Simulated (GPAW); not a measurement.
Runs of GPAW 26.7.0 on BP. It takes space group F-43m (No. 216, cubic). The conventional cell has a = 4.538 Å, b = 4.538 Å, c = 4.538 Å, α = 90.00°, β = 90.00°, γ = 90.00°. P (site symmetry -43m) has 4 B at 1.97 Å as nearest neighbours. B (site symmetry -43m) is surrounded by 4 P at 1.97 Å. 

```csv
task,level,potentials or basis,cell,k mesh,cutoff (eV),smearing,band path,band points,eigensolver,k mesh for the DOS,dos width,gap on the mesh (eV),pressure (GPa),V0 of scaled cells (Å³/atom),relaxed volume (Å³/atom),B0 (GPa)
band structure,vdW-DF,"GPAW PAW data sets (gpaw-data 1.2.1), pw",as given,10 × 10 × 10,800,fermi-dirac 0.05 eV,"GXWKGLUWLK,UX",80,-,-,-,1.48,-,-,-,-
equation of state,PBE,"SG15 ONCV 1.2, pw",as given,10 × 10 × 10,1100,fermi-dirac 0.05 eV,-,-,-,-,-,-,-,11.71,-,160
density of states,BLYP+D3(BJ),"PAW data sets generated in the run's folder for this functional, pw",as given,10 × 10 × 10,800,fermi-dirac 0.05 eV,-,-,davidson,15 × 15 × 15,0.1 eV,1.51,-3.3,-,-,-
equation of state,PBEsol+D3(BJ),"PAW data sets generated in the run's folder for this functional, pw",as given,10 × 10 × 10,800,fermi-dirac 0.05 eV,-,-,-,-,-,-,-,11.33,-,176
relaxation of cell and atoms,BLYP,"PAW data sets generated in the run's folder for this functional, pw",relaxed,10 × 10 × 10,800,fermi-dirac 0.05 eV,-,-,davidson,-,-,1.56,-0.1,-,(a),-
equation of state,BEEF-vdW,"GPAW PAW data sets (gpaw-data 1.2.1), pw",as given,10 × 10 × 10,800,fermi-dirac 0.05 eV,-,-,-,-,-,-,-,11.81,-,160
relaxation of cell and atoms,PBEsol+D4,"PAW data sets generated in the run's folder for this functional, pw",relaxed,10 × 10 × 10,800,fermi-dirac 0.05 eV,-,-,-,-,-,(b),0.1,-,11.37,-
equation of state,PBE+D3,"GPAW PAW data sets (gpaw-data 1.2.1), pw",as given,10 × 10 × 10,800,fermi-dirac 0.05 eV,-,-,-,-,-,-,-,11.61,-,166
relaxation of cell and atoms,RPBE+D3(BJ),"the program's PAW data sets (release 1.2.1) made for this functional, pw",relaxed,10 × 10 × 10,800,fermi-dirac 0.05 eV,-,-,-,-,-,1.12,-0.1,-,10.63,-
band structure,SCAN,"GPAW PAW data sets (gpaw-data 1.2.1), pw",as given,10 × 10 × 10,800,fermi-dirac 0.05 eV,"GXWKGLUWLK,UX",100,-,-,-,1.53,-1.2,-,-,-
relaxation of cell and atoms,PBE+D4,"GPAW PAW data sets (gpaw-data 1.2.1), pw",relaxed,10 × 10 × 10,800,fermi-dirac 0.05 eV,-,-,-,-,-,(d),0.1,-,(c),-
```

Alike in all rows: no spin polarisation.

Question: Fill in the values left out.

Answer: (a) 12.15; (b) 1.10; (c) 11.44; (d) 1.21.

Caveats: later steps reuse the first step's grids (some runs); the PAW data sets were made with another functional, which shifts forces and pressure a little (some runs).

A k mesh can miss the band edges.

Not every run made on this cell is shown here.
